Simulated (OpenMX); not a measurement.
## Au in OpenMX: convergence with criterion

Input of the first run (criterion 1.0e-3); the others differ in this setting and in those tied to it:

Contents of Au.dat:

```
System.CurrrentDirectory             ./
System.Name                          Au
DATA.PATH                            ./DFT_DATA13
level.of.stdout                      1
level.of.fileout                     0
Species.Number                       1
<Definition.of.Atomic.Species
  Au  Au7.0-s3p2d2           Au_PBE13
Definition.of.Atomic.Species>

Atoms.Number                         1
Atoms.SpeciesAndCoordinates.Unit     FRAC
<Atoms.SpeciesAndCoordinates
    1  Au   -0.0921370000   -0.0055970000    0.0659050000   8.500  8.500
Atoms.SpeciesAndCoordinates>

Atoms.UnitVectors.Unit               Ang
<Atoms.UnitVectors
    -0.0437270000    2.0307940000    2.0543660000
     1.9784840000    0.0113700000    1.9992690000
     2.0367160000    2.0339280000   -0.0468620000
Atoms.UnitVectors>

scf.XcType                           GGA-PBE
scf.SpinPolarization                 off
scf.ElectronicTemperature            580.226
scf.energycutoff                     400.0
scf.maxIter                          100
scf.EigenvalueSolver                 band
scf.Kgrid                            9 9 9
scf.Mixing.Type                      rmm-diisk
scf.Init.Mixing.Weight               0.05
scf.Min.Mixing.Weight                0.001
scf.Max.Mixing.Weight                0.3
scf.Mixing.History                   25
scf.Mixing.StartPulay                8
scf.criterion                        1.0e-3
scf.stress.tensor                    on
MD.Type                              nomd
```

Potentials or basis: OpenMX 2013 PBE set, Au7.0-s3p2d2, grid cutoff 400 Ry.

Command:

```bash
$ openmx Au.dat -nt 1 > Au.std
```

The cell isn't the ideal one: cell strained at random at fixed volume.

Hardware: 1 thread of Arm Neoverse V1 (shared host).

```tsv
criterion	energy less the tightest run, at zero smearing (meV/atom)	SCF cycles	CPU time (s)	peak memory (GiB)
1.0e-3	-0.01	11	33	0.46
1.0e-4	-0.01	11	33	0.46
1.0e-5	0.00	12	34	0.46
1.0e-6	0.00	13	35	0.46
1.0e-7	0.00	14	37	0.46
1.0e-8	0.00	16	40	0.46
1.0e-9	0.00	17	41	0.46
1.0e-10	0.00	17	41	0.46
```

Against the tightest run, the energy stays within 1 meV/atom from 1.0e-3 on. The tightest run that finished is the yardstick and may itself not be fully converged.

Caveat, for the tightest run too: the basis of atomic orbitals isn't converged, which shifts pressures, moduli and gaps. Spin-orbit coupling is left out, which matters for the levels of Au.
